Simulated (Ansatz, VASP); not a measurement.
# WSe2 in VASP and in Ansatz

```
W Se
1.0
     3.29721    0.00000    0.00000
    -1.64861    2.85547    0.00000
     0.00000    0.00000    7.18427
W Se
1 2
Direct
  0.00000 0.00000 0.00000
  0.33333 0.66667 0.23192
  0.33333 0.66667 0.76808
```

Alike in both runs: task single point; functional PBE; k mesh 12 × 12 × 4; no spin polarisation.

|  | VASP | Ansatz |
| --- | --- | --- |
| version | VASP 6.6.1 | Ansatz 0.2.0 |
| potentials or method | VASP PAW PBE potentials, release 64 (W_sv, Se) | plane waves, PAW |
| plane-wave cutoff (eV) | 520 | 420 |
| occupations | gaussian, width 0.01 eV | fixed |
| valence electrons in the cell | 26 | 46 |

VASP gave:

- gap on the k mesh at the Fermi level (eV): 1.37
- pressure (GPa): 3.3
- largest component of the traceless stress (GPa): 0.94
- rms of the force components (eV/Å): 0.161

Task: What did Ansatz give for the same quantities?

Result: gap on the k mesh at the Fermi level (eV): 1.38; pressure (GPa): 3.0; largest component of the traceless stress (GPa): 0.87; rms of the force components (eV/Å): 0.139.

Atom by atom the forces differ by 0.023 eV/Å (rms over components). The two sets of potentials don't hold the same shells in valence.

Caveats: spin-orbit coupling is left out, which moves the levels of the heavy elements; this functional lacks dispersion, which binds the layers, so the pressure and a relaxed spacing across them are unreliable. A k mesh can miss the band edges.
